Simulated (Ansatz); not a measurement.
# TiO2: the cost of one run

Computed with Ansatz 0.2.0 (DFT PBE+D3(BJ), scalar-relativistic, plane waves, PAW, unless a step's input says otherwise).

2 further runs of the same task are left out: 2 set aside as unsound or not needed.

## (1) Starting point

The structure is trigonal, space group P-3m1 (No. 164). Conventional cell: a = 3.360 Å, b = 3.360 Å, c = 5.521 Å, α = 90.00°, β = 90.00°, γ = 120.00°. Ti (site symmetry -3m) is surrounded by 6 S at 2.41 Å. S (site symmetry 3m) has 3 Ti at 2.41 Å as nearest neighbours.

As a file:

```
CELL_PARAMETERS angstrom
2.90425 -1.68009 0.18232
2.90425 1.68009 0.18232
-0.34601 0.00000 5.51061
ATOMIC_POSITIONS crystal
Ti 0.00000 0.00000 0.00000
S 0.66667 0.66667 0.25866
S 0.33333 0.33333 0.74134
```

This cell was relaxed beforehand with the same method: volume 18.00 Å³/atom, gap on the mesh none (metal).

## (2) S → O: the starting cell

The start of TiO2: fractional positions of relaxed TiS2, cell scaled by 0.857, a guess from tabulated radii. Atoms that may carry a moment start with parallel spins.

## (3) Probe: one point at the start (TiO2)

File input.yaml:

```yaml
crystal:
  lattice:
    - [2.4893123153, -1.4400469819, 0.1562754014]
    - [2.4893123153, 1.4400469819, 0.1562754014]
    - [-0.2965773176, 0.0, 4.7232867186]
  atoms:
    - { symbol: Ti, position: [0.0, 0.0, 0.0], spin: 1.0 }
    - { symbol: O, position: [0.666672058, 0.666672058, 0.2586616864] }
    - { symbol: O, position: [0.333327942, 0.333327942, 0.7413383136] }
basis:
  ecutwfc: 420
kpoints:
  mp_grid: { grid: [9, 9, 4] }
hamiltonian:
  xc: pbe
  dispersion: d3bj
scf:
  occupations: { method: gaussian, width: 0.1 }
  lower_state_search: "off"
output:
  forces: true
  stress: true
  eigenvalues: true
  populations: true
magnetization:
  spin_polarized: true
```

Q: Estimate wall time and peak memory on 1 thread of an x86-64 CPU, shared host.

About 7.7 s, with a peak of 0.41 GiB.
